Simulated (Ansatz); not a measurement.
A relaxed cell of Al2Cu is given with its symmetry left out. The cell was found from a structure generator's guess, not taken from experiment.

Theory: Ansatz 0.2.0, DFT PBE, scalar-relativistic, plane waves, PAW. Cutoff 420 eV, Γ-centred mesh, Gaussian smearing, no spin polarisation.

```xyz
3
Lattice="2.8665 0.0000 0.0000 -1.4332 2.4825 0.0000 0.0000 0.0000 6.2270" Properties=species:S:1:pos:R:3 pbc="T T T"
Al    0.0000    1.6550    1.1459
Al    1.4332    0.8275    5.0812
Cu    0.0000    0.0000    3.1135
```

The zero of energy is the elements' standard structures at the same level; no fitted shifts are applied.

Q: Find its symmetry and describe it.

A: P-3m1 (No. 164), with Al and Cu ordered on fcc sites. Conventional cell: a = 2.866 Å, c = 6.227 Å. Al has 3 Cu at 2.57 Å and 9 Al at 2.83–2.87 Å; around Cu lie 6 Al at 2.57 Å and 6 Cu at 2.87 Å.

Q: How far does it lie from the elements in energy?

A: −0.10 eV/atom. A negative formation energy is needed for stability but isn't enough: competing phases decide.

Q: Is it a metal?

A: Yes, bands cross the Fermi level on the 18×18×8 mesh.

The last run used an 18×18×8 mesh (in the run's order of axes) for its 3-atom cell and Gaussian smearing of 0.10 eV. Symmetry constrained the relaxation, so the result can be a saddle point.
